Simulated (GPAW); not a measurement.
Crystal: KMgF3.

```xyz
5
Lattice="3.9859 0.0000 0.0000 0.0000 3.9859 0.0000 0.0000 0.0000 3.9859" Properties=species:S:1:pos:R:3 pbc="T T T"
K     1.9929    1.9929    1.9929
Mg    0.0000    0.0000    0.0000
F     0.0000    0.0000    1.9929
F     0.0000    1.9929    0.0000
F     1.9929    0.0000    0.0000
```

Base run:

| Quantity | Value |
| --- | --- |
| Program | GPAW 26.7.0 |
| Functional | GLLB-SC |
| Potentials or basis | the program's PAW data sets (release 1.2.1) made for this functional |
| Cutoff | 650 eV |
| Basis | pw |
| k mesh | 6 × 6 × 6 |
| Occupations | fermi-dirac, width 0.001 eV |
| Spin | no spin polarisation |

Its results: band gap on the k mesh, kohn-sham part alone 9.49 eV, indirect (least direct gap 9.70 eV).

Q: The run is repeated on the same cell with these changes: functional from GLLB-SC to RPBE. What comes out?

A: Band gap on the k mesh 7.63 eV, indirect (least direct gap 7.95 eV).

Caveats: the long-wavelength limit can be off by a per cent or two; an odd mesh through Γ misses points on the zone boundary, where band edges often lie; a model potential gives levels but no total energy (some runs); response on these states lacks terms of the Hamiltonian (some runs).
